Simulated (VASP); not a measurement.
Write the native input for VASP 6.6.1 that does the following.

```
Task                   : single point
Functional             : PBEsol
Potentials or basis    : VASP PAW PBE potentials, release 64 (Ta_pv, N)
Cutoff                 : 520 eV
k mesh                 : 9 × 9 × 6
Occupations            : gaussian, width 0.1 eV
Spin                   : no spin polarisation
Dipole correction      : no
Further INCAR settings : ALGO = Fast; EDIFF = 1e-07; NBANDS = 15
```

The structure of TaN lies in POSCAR:

```
TaN
1.0
    2.9379988584      0.0000000000      0.0000000000
   -1.4689994292      2.5443816477      0.0000000000
    0.0000000000      0.0000000000      2.8830000000
Ta N
1 1
Direct
    0.3333333333      0.6666666667      0.5000000000
    0.0000000000      0.0000000000      0.0000000000
```

The input as run:

INCAR

```
SYSTEM = TaN
  ALGO = Fast
  EDIFF = 1E-7
  ENCUT = 520
  GGA = PS
  ISIF = 2
  ISMEAR = 0
  LASPH = .True.
  LCHARG = .True.
  LELF = .True.
  LREAL = .False.
  LVHAR = .True.
  LWAVE = .False.
  NBANDS = 15
  NELM = 100
  PREC = Accurate
  SIGMA = 0.1
```

KPOINTS

```
k-points
0
Gamma
  9 9 6
  0 0 0
```

Potentials or basis: VASP PAW PBE potentials, release 64 (Ta_pv, N).

Launch:

```console
$ cat potpaw_PBE.64/Ta_pv/POTCAR potpaw_PBE.64/N/POTCAR > POTCAR
$ mpirun -np 1 vasp_std > vasp.out
```

Results of the run:

```yaml
Pressure: -4.1 GPa
Band_gap_on_the_k_mesh: none (metal or under the smearing width)
```

Caveat: the k mesh is coarse (spacing up to 0.36 Å⁻¹), so the values aren't converged; the PAW data sets were made with another functional, which shifts forces and pressure a little.

Run time: 9.9 s on 1 thread of Intel(R) Xeon(R) Platinum 8488C (Sapphire Rapids) (shared host), peak memory 0.14 GiB.
